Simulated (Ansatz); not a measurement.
Relax this structure to zero stress and force, keeping its symmetry:

```
Be S
1.0
     0.00000    2.42500    2.42500
     2.42500    0.00000    2.42500
     2.42500    2.42500    0.00000
Be S
1 1
Direct
  0.00000 0.00000 0.00000
  0.25000 0.25000 0.25000
```

The calculation used DFT PBE, scalar-relativistic, plane waves, PAW (Ansatz).

Settings: cutoff 420 eV, Γ-centred mesh 8×8×8 on the computed 2-atom cell, Gaussian smearing of 0.02 eV; no spin polarisation.

Task: What does it relax to?

Result: The volume rises by 0.23 Å³/atom to 14.49 Å³/atom, and the energy falls by 1.1 meV/atom. Final structure:
Space group F-43m (No. 216). a = 4.876 Å, b = 4.876 Å, c = 4.876 Å, α = 90.00°, β = 90.00°, γ = 90.00°
```json
{"atom": "Be", "site": "4a", "symmetry": "-43m", "x": "0.0000", "y": "0.0000", "z": "0.0000"}
{"atom": "S", "site": "4d", "symmetry": "-43m", "x": "0.2500", "y": "0.2500", "z": "0.7500"}
```

Course of the relaxation (steps run on the plane waves of an earlier cell, and the basis is chosen afresh near the end, so energy and pressure can step there; trial steps that raised the energy were taken back; energies are free energies):

```json
{"step": "1", "E − E_final (meV/atom)": "1.1", "P (GPa)": "1.55", "V (Å³/atom)": "14.26"}
{"step": "2", "E − E_final (meV/atom)": "0.2", "P (GPa)": "0.64", "V (Å³/atom)": "14.39"}
{"step": "3", "E − E_final (meV/atom)": "0.0", "P (GPa)": "0.01", "V (Å³/atom)": "14.49"}
{"step": "4", "E − E_final (meV/atom)": "0.0", "P (GPa)": "0.02", "V (Å³/atom)": "14.49"}
```